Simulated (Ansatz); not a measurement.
SnSe in Ansatz: the effect of exact exchange

SnSe, a slab with vacuum:

```
Sn Se
1.0
     4.28533    0.00000    0.00000
     0.00000    4.28533    0.00000
     0.00000    0.00000   10.99069
Sn Se
2 2
Direct
  0.00000 0.50000 0.62777
  0.50000 0.00000 0.37223
  0.00000 0.50000 0.38396
  0.50000 0.00000 0.61604
```

Alike in all runs:

```yaml
Program: Ansatz 0.2.0
Task: single point
Functional: HSE06 form with a typed share of exact exchange
Potentials_or_basis: Ansatz PAW
Cutoff: "420 eV (not typed: the program's choice for these potentials)"
k_mesh: 3 × 3 × 2
Occupations: fermi-dirac, width 0.05 eV
Spin: no spin polarisation
```

```csv
exact exchange,gap on the mesh (eV),largest force (eV/Å)
0.25,?,?
0.3,2.13,0.30
0.4,2.36,0.18
0.5,2.60,0.16
```

Problem. What does the run with exact exchange 0.25 give?

Solution. gap on the mesh 2.02 eV; largest force 0.36 eV/Å.

Worked out: A straight line through the other rows of the gap on the mesh, of slope 2.35 eV per unit of exact exchange, extrapolates to 2.01 eV, against the run's 2.02. The largest force follows no smooth curve through the other rows.

Caveats: all runs use coarse meshes; odd divisions of the mesh miss points on the zone boundary, where band edges often lie, so the gap on the mesh can be too wide; spin-orbit coupling is left out, which moves the levels of the heavy elements; the PAW data sets come from PBE, with cores solved anew for the run's functional, which leaves a small shift of forces and pressure.

A k mesh can miss the band edges.
